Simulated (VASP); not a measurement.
The system is CuI (Marshite).

```
I Cu
1.0
     0.00000    3.03150    3.03150
     3.03150    0.00000    3.03150
     3.03150    3.03150    0.00000
I Cu
1 1
Direct
  0.00000 0.00000 0.00000
  0.75000 0.75000 0.75000
```

Base run:

```yaml
Program: VASP 6.6.1
Functional: RPBE
Potentials_or_basis: VASP PAW PBE potentials, release 64 (I, Cu_pv)
Cutoff: 520 eV
k_mesh: 8 × 8 × 8
Occupations: gaussian, width 0.05 eV
Spin: no spin polarisation
```

Its results: band gap on the k mesh 1.25 eV, direct; pressure 1.7 GPa.

The run is repeated on the same cell with these changes: functional from RPBE to PBEsol; potentials or basis from VASP PAW PBE potentials, release 64 (I, Cu_pv) to VASP PAW PBE potentials, release 64 (I, Cu); cutoff from 520 eV to 500 eV; valence electrons from 24 to 18. What comes out?

Band gap on the k mesh 1.03 eV, direct; pressure -2.5 GPa.

Caveats: the PAW data sets were made with another functional, which shifts forces and pressure a little; spin-orbit coupling is left out, which moves the levels of the heavy elements.

A k mesh can miss the band edges.

Not every run made on this cell is shown here.
